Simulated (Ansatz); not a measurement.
## Relaxing Mo

Computed with Ansatz 0.2.0, DFT PBE, scalar-relativistic, plane waves, PAW. Settings: 420 eV cutoff, 18×18×18 k-mesh, Gaussian smearing of 0.10 eV, no spin polarisation.

What was changed: relaxed at 10 GPa.

Command:

```bash
ansatz run input.yaml --threads 1 --pin off --max-ram 2560MiB --backend cpu --events-out ev --progress --plain --runs-dir out
```

Input:

```yaml
crystal:
  lattice:
    - [-1.5613412517, 1.5613412517, 1.5613412517]
    - [1.5613412517, -1.5613412517, 1.5613412517]
    - [1.5613412517, 1.5613412517, -1.5613412517]
  atoms:
    - { symbol: Mo, position: [0.0, 0.0, 0.0] }
basis:
  ecutwfc: 420
kpoints:
  mp_grid: { grid: [18, 18, 18] }
hamiltonian:
  xc: pbe
scf:
  occupations: { method: gaussian, width: 0.1 }
output:
  forces: true
  stress: true
  eigenvalues: true
relax:
  adjacent_minimum: "off"
  f_tol: 0.008
  max_steps: 50
  cell: { stress_tol: 0.08, p_target: 10.0 }
```

F is the free energy. Steps run on the plane waves of an earlier cell, but the last one, and at times one on the way, on a freshly chosen basis, so a repeated geometry can differ a little in energy. The relaxation lowers the enthalpy F + PV at the target pressure, so F itself can rise.

Steps:

```csv
step,F − F(1) (eV),largest force component (eV/Å),V (Å³/atom),P (GPa)
1,0.0000,0.000,15.225,10.13
2,-0.0012,0.000,15.244,9.74
3,-0.0004,0.000,15.231,10.00
4,-0.0004,0.000,15.231,10.00
```

Relaxed structure:

```
CELL_PARAMETERS angstrom
-1.56156 1.56156 1.56156
1.56156 -1.56156 1.56156
1.56156 1.56156 -1.56156
ATOMIC_POSITIONS crystal
Mo 0.00000 0.00000 0.00000
```

The structure is cubic, space group Im-3m (No. 229). Conventional cell: a = 3.123 Å, b = 3.123 Å, c = 3.123 Å, α = 90.00°, β = 90.00°, γ = 90.00°. Around Mo (site symmetry m-3m) lie 8 Mo at 2.70 Å.

The run converged. The run took 7.9 s on 1 thread of Arm Neoverse V2, with other jobs on the host, peak memory 0.3 GiB.